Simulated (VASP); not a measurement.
A run of VASP 6.6.1:

INCAR

```
SYSTEM = MnO
PREC = Accurate
ENCUT = 600
EDIFF = 1E-6
ISMEAR = 0
SIGMA = 0.03
LREAL = .False.
LASPH = .True.
NELM = 150
ALGO = Normal
ISIF = 3
LWAVE = .False.
LCHARG = .False.
ISPIN = 2
MAGMOM = 5 -5 0 0
LORBIT = 11
LMAXMIX = 4
LDAU = .True.
LDAUTYPE = 2
LDAUL = 2 -1
LDAUU = 3.9 0
LDAUJ = 0 0
LDAUPRINT = 1
GGA = PE
IBRION = 2
NSW = 90
EDIFFG = -0.01
AMIX = 0.2
BMIX = 1E-4
AMIX_MAG = 0.8
BMIX_MAG = 1E-4
```

File KPOINTS:

```
regular mesh
0
Gamma
  10 10 8
  0 0 0
```

The input POSCAR:

```
MnO
1.0
    0.0000000000      2.2230000000     -2.2230000000
    0.0000000000      2.2230000000      2.2230000000
    4.4460000000      0.0000000000      0.0000000000
Mn O
2 2
Direct
    0.0000000000      0.0000000000      0.0000000000
    0.5000000000      0.5000000000      0.5000000000
    0.0000000000      0.0000000000      0.5000000000
    0.5000000000      0.5000000000      0.0000000000
```

Potentials or basis: VASP PAW PBE potentials, release 64 (Mn_pv, O).

Run with:

```sh
$ cat potpaw_PBE.64/Mn_pv/POTCAR potpaw_PBE.64/O/POTCAR > POTCAR
$ mpirun -np 1 vasp_std > vasp.out
```

Hardware: 1 thread of Intel(R) Xeon(R) 6975P-C (Granite Rapids) (shared host).

Q: Estimate the wall time of this run.

A: It took 7.6 min on 1 thread of Intel(R) Xeon(R) 6975P-C (Granite Rapids), on a shared host, peak memory 0.33 GiB. Counts: scf iterations 59, k points 105, ion steps 7.
